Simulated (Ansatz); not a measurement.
A run of Ansatz 0.2.0:

File input.yaml:

```yaml
crystal:
  lattice:
    - [-1.974727, 1.974727, 3.014058]
    - [1.974727, -1.974727, 3.014058]
    - [1.974727, 1.974727, -3.014058]
  atoms:
    - { symbol: O, position: [0.875, 0.959798, 0.584798] }
    - { symbol: O, position: [0.375, 0.290202, 0.415202] }
    - { symbol: O, position: [0.040202, 0.625, 0.915202] }
    - { symbol: O, position: [0.709798, 0.125, 0.084798] }
    - { symbol: C, position: [0.0, 0.0, 0.0] }
    - { symbol: C, position: [0.75, 0.25, 0.5] }
hamiltonian:
  xc: pbesol
  pseudopotentials: { kind: paw }
  dispersion: d3bj
kpoints:
  mp_grid: { grid: [9, 9, 9] }
scf:
  occupations: { method: fermi_dirac, width: 0.05 }
output:
  forces: true
  stress: true
  eigenvalues: true
relax:
  f_tol: 0.01
  max_steps: 40
  cell: { stress_tol: 0.05 }
```

Potentials or basis: Ansatz PAW.

The run is started by

```console
$ ansatz run input.yaml --threads 2 --pin off --max-ram 5632MiB --backend cpu --events-out ev --progress --plain --runs-dir out
```

Hardware: 2 threads of Intel(R) Xeon(R) 6975P-C (Granite Rapids) (shared host).

**Question.** How long does it take, and how much memory?

**Answer.** Wall time 15 s on 2 threads of Intel(R) Xeon(R) 6975P-C (Granite Rapids), on a shared host, peak memory 0.43 GiB. Counts: scf iterations 34, plane waves 901, k points 75, bands 22, ion steps 7.
